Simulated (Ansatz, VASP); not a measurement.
## Two plane-wave programs on LiH

The input INCAR:

```
PREC     = Accurate       # precision mode
ENCUT    = 520            # plane-wave cutoff, eV
EDIFF    = 1E-7           # SCF threshold, eV
ISMEAR   = -1             # smearing method
SIGMA    = 0.02           # smearing width, eV
LREAL    = False          # projectors in reciprocal space
LASPH    = True           # aspherical terms in the spheres
NELM     = 80             # most SCF steps
ALGO     = Normal         # electronic algorithm
ISIF     = 2              # what is computed and relaxed
LWAVE    = False          # write WAVECAR
LCHARG   = True           # write CHGCAR
GGA      = PE             # functional
LELF     = True           # ELF
LVHAR    = True         
NBANDS   = 9              # bands
```

The input KPOINTS:

```
Automatic mesh
0
Gamma
  10 10 10
```

Contents of POSCAR:

```
LiH
1.0
    0.0000000000      2.1451220264      2.1451220264
    2.1451220264      0.0000000000      2.1451220264
    2.1451220264      2.1451220264      0.0000000000
Li H
1 1
Direct
    0.0000000000      0.0000000000      0.0000000000
    0.2500000000      0.2500000000      0.2500000000
```

Input for Ansatz:

```yaml
crystal:
  lattice:
    - [0.0, 2.1451220264, 2.1451220264]
    - [2.1451220264, 0.0, 2.1451220264]
    - [2.1451220264, 2.1451220264, 0.0]
  atoms:
    - { symbol: Li, position: [0.0, 0.0, 0.0] }
    - { symbol: H, position: [0.25, 0.25, 0.25] }
kpoints:
  mp_grid: { grid: [10, 10, 10] }
  band_path:
    path:
      - [[0.0, 0.0, 0.0], [-0.5, -0.5, 1.0213917657e-33], [-0.375, -0.375, 0.25]]
      - [[-0.375, -2.032304024686e-17, 0.375], [0.0, 0.0, 0.0], [-9.141047881853e-19, -9.141047881853e-19, 0.5], [-0.5, -0.25, 0.25], [-0.5, -0.5, 1.0213917657e-33]]
    npoints: 10
hamiltonian:
  xc: pbe
scf:
  occupations: { method: fermi_dirac, width: 0.02 }
  n_extra_bands: 4
output:
  forces: true
  stress: true
  eigenvalues: true
  write_density: true
  write_potential: true
  elf: true
  volumetric_format: npy
```

The cell was built by a generator and needn't be a form met in nature.

Alike in both runs: task single point; functional PBE; k mesh 10 × 10 × 10; occupations fermi-dirac, width 0.02 eV; no spin polarisation.

|  | VASP | Ansatz |
| --- | --- | --- |
| version | VASP 6.6.1 | Ansatz 0.2.0 |
| potentials or method | VASP PAW PBE potentials, release 64 (Li_sv, H) | plane waves, PAW |
| plane-wave cutoff (eV) | 520 | 420 |
| valence electrons in the cell | 4 | 4 |

VASP gave:

- gap on the k mesh at the Fermi level (eV): 4.24

**Question.** Estimate Ansatz's values.

**Answer.** gap on the k mesh at the Fermi level (eV): 4.23.

 A k mesh can miss the band edges.
